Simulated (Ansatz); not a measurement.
# AlP (F-43m): phonons and vibrational spectra, part 4 of 4

Task: relax AlP (F-43m), then find its harmonic phonons.

Ansatz 0.2.0; DFT PBE, scalar-relativistic, plane waves, PAW; PAW set soft_1.

So far, highest frequency on the path or at a solved wavevector (cm⁻¹): step 7 (phonons on a q mesh) 482. The relaxed cell has a = 5.507 Å (conventional setting).

The database entry behind the starting cell differs from later determinations by our own check (0.1 to 0.3 % short, probably kX units), so it need not match the best structure at ambient conditions.

### Step 8. Finite displacements in a supercell

Finite displacements in a 2×2×2 supercell give force constants from forces alone. They are exact at the wavevectors that the supercell holds, where they check the linear-response result.

input.yaml

```yaml
crystal:
  lattice:
    - [0.0, 2.75357855, 2.75357855]
    - [2.75357855, 0.0, 2.75357855]
    - [2.75357855, 2.75357855, 0.0]
  atoms:
    - { symbol: Al, position: [0.0, 0.0, 0.0] }
    - { symbol: P, position: [0.25, 0.25, 0.25] }
kpoints:
  mp_grid: { grid: [12, 12, 12] }
hamiltonian:
  xc: pbe
  pseudopotentials: { kind: paw, azcp: { folder: soft_1 } }
scf:
  occupations: { method: fixed }
output:
  eigenvalues: true
phonons:
  method: fd
  supercell: [2, 2, 2]
  temperatures: { t_max: 1000, t_step: 50 }
  qpath:
    path:
      - [[0.0, 0.0, 0.0], [-0.5, -0.5, 0.0], [-0.375, -0.375, 0.25]]
      - [[-0.375, 0.0, 0.375], [0.0, 0.0, 0.0], [0.0, 0.0, 0.5], [-0.5, -0.25, 0.25], [-0.5, -0.5, 0.0]]
    npoints: 10
  non_analytic_term:
    high_frequency_dielectric_tensor: [[8.1193, 0.0, 0.0], [0.0, 8.1193, 0.0], [0.0, 0.0, 8.1193]]
    born_effective_charges:
      - { species: Al, tensor: [[2.2447, 0.0, 0.0], [0.0, 2.2447, 0.0], [0.0, 0.0, 2.2447]] }
      - { species: P, tensor: [[-2.2447, 0.0, 0.0], [0.0, -2.2447, 0.0], [0.0, 0.0, -2.2447]] }
    source: "zone-centre run at this cell"
```

Started as:

```bash
$ ansatz run input.yaml --threads 4 --pin off --max-ram 10240MiB --backend cpu --events-out ev --progress --plain --runs-dir out
```

Numbers of over 12 decimals in the logs are rounded to 6 here.

The log of the run:

```text
[...]
Crystal: 16 atoms, lattice volume = 334.051 Å³
Basis set: ecut = 420 eV, 6423 PW (Γ), exchange–correlation on 108×108×108 points (8 copies of the dense FFT grid, shifted against one another)
Bands: 48, of which v1, the nominal top of the filled ones, is band 32 counted from 1 (31 counted from 0)
Symmetry: 192 space group operations
k-points: 16 of 216 (time reversal used)
[...]
SCF iter   1: F=—  HF=-10355.566890 eV  |F-HF|=—  |Δ(HF+E_count)|=         —  Δρ=8.97e-8  dr2=1.55e-11  ethr=1.00e-12  ⟨swp⟩=3.0  Hψ=1923  notcnv=0
[...]
SCF iter   2: F=-10355.566890 eV  HF=-10355.566890 eV  |F-HF|=0.00e0  |Δ(HF+E_count)|=  9.09e-12  Δρ=5.09e-8  dr2=5.16e-12  ethr=1.00e-12  ⟨swp⟩=3.1  Hψ=1781  notcnv=0
SCF 1 converged in 2 iterations: F = -10355.566890 eV  dr2 = 5.16e-12
[...]
Symmetry: 4 space group operations
k-points: 46 of 216 (time reversal used)
[...]
SCF iter   7: F=-10355.566856 eV  HF=-10355.566856 eV  |F-HF|=3.64e-12  |Δ(HF+E_count)|=  2.36e-11  Δρ=1.67e-8  dr2=1.31e-12  ethr=1.00e-12  ⟨swp⟩=7.0  Hψ=9737  notcnv=0
SCF 2 converged in 7 iterations: F = -10355.566856 eV  dr2 = 1.31e-12
[...]
SCF iter   1: F=—  HF=-10355.566726 eV  |F-HF|=—  |Δ(HF+E_count)|=         —  Δρ=5.76e-5  dr2=1.71e-5  ethr=9.92e-9  ⟨swp⟩=3.2  Hψ=8916  notcnv=0  defer=399
eigensolver tolerance schedule calibrated: the retry pair's looser diagonalisation under-reported the residual by θ = 0.63 (0.11/decade); ethr = c·dr2/N_el runs at the constant in force after the calibration composes with the one it found (an armed cap, an earlier calibration), c = 7.6e-2
[...]
SCF iter   2: F=—  HF=-10355.566891 eV  |F-HF|=—  |Δ(HF+E_count)|=   1.64e-4  Δρ=2.99e-5  dr2=3.38e-6  ethr=9.92e-9  ⟨swp⟩=2.3  Hψ=2870  notcnv=0  defer=397
[...]
SCF iter   7: F=-10355.566855 eV  HF=-10355.566855 eV  |F-HF|=1.82e-12  |Δ(HF+E_count)|=    0.00e0  Δρ=1.30e-8  dr2=7.98e-13  ethr=1.00e-12  ⟨swp⟩=6.8  Hψ=9251  notcnv=0
SCF 3 converged in 7 iterations: F = -10355.566855 eV  dr2 = 7.98e-13
[...]
SCF converged after 2 iterations
Free energy (F): -10355.566890 eV
[...]
Internal energy: -10355.566890 eV  (E = F + TS)
E sigma→0 (E₀):  -10355.566890 eV
Fermi energy:    4.786908 eV
[...]
--- Band table (eV; the first three rows and the last of 16) ---
  k-point 0: bands = [... 28 lower, 4.0411, 4.7869, 4.7869, 4.7869, 6.4186, 6.4186, 6.4186, 7.2646, ... 12 higher]
  k-point 1: bands = [... 28 lower, 4.0788, 4.1579, 4.7187, 4.7187, 6.6680, 6.6680, 6.6680, 7.5696, ... 12 higher]
  k-point 2: bands = [... 28 lower, 4.1881, 4.1881, 4.5512, 4.5512, 7.0939, 7.0939, 7.0939, 7.7455, ... 12 higher]
  k-point 15: bands = [... 28 lower, 3.7409, 3.7409, 4.0153, 4.0153, 8.1214, 8.1214, 8.4500, 8.4500, ... 12 higher]
--- Phonons: 2 displaced members + reference (amplitude 0.0025 Å, Σ member SCF iterations 14) ---
  symmetry images taken by strict's conditions (phonons.symmetry_images: auto; settled by no image being taken that strict refuses)
  ASR residual: 1.826e-4 → 0.000e0 eV/Å²; symmetrization residual: 3.291e-5 eV/Å²
  largest component of a force at the reference: 8.2e-17 eV/Å
  ASR residual per site (eV/Å²): 1.83e-4 2.62e-5
  Γ frequencies (cm⁻¹): 0.00 0.00 0.00 426.46 426.46 426.46
[...]
```

Run time: 24 s. Hardware: 4 threads of Arm Neoverse V2, shared host; peak memory 1 GiB.

Numbers from this step:

```
atoms in the supercell               : 16
sum-rule residual before enforcement : 1.83e-4 eV/Å²
```

Interpolated from a 2×2×2 supercell, rough between the solved points, with the LO-TO term (at Γ the limit along the path; where Γ stands inside the path, tables give the limit on arrival). The phonon branches at the labelled points (cm⁻¹):

| point | branch 1 | branch 2 | branch 3 | branch 4 | branch 5 | branch 6 |
| --- | --- | --- | --- | --- | --- | --- |
| Γ | 0 | 0 | 0 | 426 | 426 | 482 |
| halfway | 100 | 100 | 216 | 412 | 412 | 459 |
| X | 145 | 145 | 346 | 397 | 397 | 403 |
| halfway | 143 | 168 | 340 | 381 | 398 | 413 |
| U | 136 | 209 | 324 | 363 | 402 | 421 |
| jump to K | 136 | 209 | 324 | 363 | 402 | 421 |
| halfway | 86 | 141 | 217 | 418 | 418 | 440 |
| Γ | 0 | 0 | 0 | 426 | 426 | 482 |
| halfway | 75 | 75 | 205 | 420 | 420 | 454 |
| L | 108 | 108 | 333 | 390 | 412 | 412 |
| halfway | 128 | 184 | 316 | 373 | 408 | 420 |
| W | 170 | 202 | 326 | 351 | 404 | 420 |
| halfway | 157 | 173 | 336 | 372 | 401 | 416 |
| X | 145 | 145 | 346 | 397 | 397 | 403 |

The phonon branches as a text plot (rows in cm⁻¹):

```
    472 |******                   **********
    452 |      **                *          *
    432 |***     ***       **  ** *********  **
    412 |   ******  ****************       **********************
    392 |         *********  **                 *****         ***
    372 |              ******                        ****    **
    352 |            **                                  ****  **
    332 |           *  ****                     *****    ******
    311 |         **       *                         ****
    291 |        *          *                  *
    271 |                    **               *
    251 |       *              *
    231 |                                    *
    211 |      *         ****   *           *           ***
    191 |               *    **  *                    **   ***
    171 |    **        *       *           *         *   ******
    151 |           *****       * **                *   *     ***
    131 |   *    ***     ****             *        *  **
    111 |       *            **  *             *******
     90 |  * ***               ** ***    *   **
     70 |   *                    *         **
     50 | **                      ****  * *
     30 | *                         **   *
     10 |*                           ****
         Γ           X  U|K            Γ         L        W     X
```

Tetrahedra on a 20×20×20 mesh, mean over bins of 5 cm-1. Interpolated from a 2×2×2 supercell, rough between the solved points. Table of phonon density of states by wavenumber; read off at these points:

```
wavenumber (cm⁻¹)  phonon density of states (1/cm⁻¹/cell)
                2                                       0
               18                                  1.9e-4
               38                                 0.00107
               52                                 0.00229
               68                                 0.00409
               88                                 0.00807
              102                                  0.0144
              118                                  0.0222
              132                                  0.0226
              142                                   0.023
              152                                  0.0152
              168                                  0.0103
              182                                  0.0103
              202                                  0.0130
              218                                 0.00444
              232                                  0.0029
              252                                 0.00401
              268                                 0.00518
              282                                 0.00688
              302                                  0.0115
              312                                  0.0221
              318                                  0.0155
              332                                 0.00398
              352                                  8.9e-4
              368                                  0.0126
              382                                  0.0147
              398                                  0.0205
              418                                  0.0985
              422                                   0.101
              432                                 0.00914
              448                                 0.00635
              468                                 0.00401
              482                                  2.9e-4
```

At Γ the two methods differ by at most 0.0 cm⁻¹.

### Step 9. What came out

```
space group after relaxation (within 0.01 Å)            : F-43m
volume per atom                                         : 20.9 Å³
gap on the k-mesh                                       : 1.63 eV
highest optical mode at the zone centre (no LO-TO term) : 426 cm⁻¹
top of the zone-centre spectrum with the field          : 482 cm⁻¹
lowest optical zone-centre mode                         : 426 cm⁻¹
mean high-frequency dielectric constant                 : 8.12
mean static dielectric constant                         : 10.4
largest Born charge (third of the trace)                : 2.24 e
lowest mode on the q mesh (acoustic modes at Γ apart)   : 86.2 cm⁻¹
highest frequency on the path or at a solved wavevector : 482 cm⁻¹
zero-point energy per atom                              : 55.1 meV
heat capacity at 300 K                                  : 20.7 J/(mol atoms K)
vibrational entropy at 300 K                            : 21.3 J/(mol atoms K)
Debye temperature (second moment)                       : 597 K
imaginary modes on the 4×4×4 q mesh                     : none
```

The structure is a minimum as far as tested: no mode is imaginary at the 8 irreducible wavevectors of the 4×4×4 mesh, and the softest away from the acoustic zeros lies at 86 cm⁻¹. Without the field, the optical modes at Γ form one degenerate level at 426 cm⁻¹. With the macroscopic field of the longitudinal modes the top of the zone-centre spectrum lies at 482 cm⁻¹, against 426 cm⁻¹ without it. Lattice motion raises the mean dielectric constant from 8.119 to 10.38. The strongest infrared line is at 426 cm⁻¹. Finite displacements and linear response differ by 0.0 cm⁻¹ in the highest zone-centre mode. The program warns that the interpolation holds no quadrupole term, so branches close to Γ can be off in this crystal. These are harmonic frequencies at zero temperature: anharmonic shifts, linewidths and thermal expansion are left out.

[Logs are printed without paths, hosts, clocks, repeated set-up lines and the standing remarks that a program may print on its own settings, such as how far it seeks lower states.]

[Hosts, paths, dates, database ids (printed as entryN), source tags and the programs' standing remarks are cut or masked in the printed files.]
